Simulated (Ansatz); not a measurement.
Crystal: As.

```
CELL_PARAMETERS angstrom
1.82500 -5.50000 0.00000
1.82500 5.50000 0.00000
0.00000 0.00000 4.47000
ATOMIC_POSITIONS crystal
As 0.39000 0.61000 0.56000
As 0.89000 0.11000 0.94000
As 0.61000 0.39000 0.44000
As 0.11000 0.89000 0.06000
```

This isn't the form of As at room conditions, which is rhombohedral.

Base run:

```yaml
Program: Ansatz 0.2.0
Functional: PBEsol
Potentials_or_basis: Ansatz PAW
Cutoff: "420 eV (not typed: the program's choice for these potentials)"
k_mesh: 8 × 8 × 6
Occupations: fermi-dirac, width 0.05 eV
Spin: no spin polarisation
```

Its results: band gap on the k mesh none (metal or under the smearing width); pressure -0.3 GPa; largest force 0.112 eV/Å.

Q: The run is repeated on the same cell with these changes: functional from PBEsol to LDA. What comes out?

A: Band gap on the k mesh none (metal or under the smearing width); pressure -1.9 GPa; largest force 0.191 eV/Å.

LDA binds more tightly than PBEsol, so the same cell stands under less pressure.

Caveats: the PAW data sets come from PBE, with cores solved anew for the run's functional, which leaves a small shift of forces and pressure.
